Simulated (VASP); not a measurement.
Set up this calculation in VASP 6.6.1, as the native input.

| Quantity | Value |
| --- | --- |
| Task | single point |
| Functional | PBE |
| Potentials or basis | VASP PAW PBE potentials, release 64 (Hg, Te) |
| Cutoff | 520 eV |
| k mesh | 6 × 6 × 6 |
| Occupations | fermi-dirac, width 0.02 eV |
| Spin | no spin polarisation |
| Dipole correction | no |
| Further INCAR settings | ALGO = Fast; EDIFF = 1e-06; NBANDS = 16 |

The structure of HgTe lies in POSCAR:

```
HgTe
1.0
    0.0000000000      3.0204014056      3.0204014056
    3.0204014056      0.0000000000      3.0204014056
    3.0204014056      3.0204014056      0.0000000000
Hg Te
1 1
Direct
    0.0000000000      0.0000000000      0.0000000000
    0.5000000000      0.5000000000      0.5000000000
```

Measurements of this composition are mostly on another form, of space group No. 216.

One way to write it, as run:

INCAR

```
SYSTEM = HgTe
ALGO     = Fast           ! electronic algorithm
EDIFF    = 1E-6           ! SCF threshold, eV
ENCUT    = 520            ! plane-wave cutoff, eV
GGA      = PE             ! functional
ISIF     = 2              ! what is computed and relaxed
ISMEAR   = -1             ! smearing method
LASPH    = .True.         ! aspherical terms in the spheres
LCHARG   = .False.        ! write CHGCAR
LREAL    = .False.        ! projectors in reciprocal space
LWAVE    = .False.        ! write WAVECAR
NBANDS   = 16             ! bands
NELM     = 100            ! most SCF steps
PREC     = Accurate       ! precision mode
SIGMA    = 0.02           ! smearing width, eV
```

KPOINTS

```
k-points
0
Gamma
  6 6 6
  0 0 0
```

Potentials or basis: VASP PAW PBE potentials, release 64 (Hg, Te).

Launch:

```sh
$ cat potpaw_PBE.64/Hg/POTCAR potpaw_PBE.64/Te/POTCAR > POTCAR
$ mpirun -np 1 vasp_std > vasp.out
```

Results of the run:

```yaml
Pressure: 2.7 GPa
Band_gap_on_the_k_mesh: none (metal or under the smearing width)
```

It took 6.7 s on 1 thread of Intel(R) Xeon(R) 6975P-C (Granite Rapids), with other jobs on the host, peak memory 0.17 GiB.
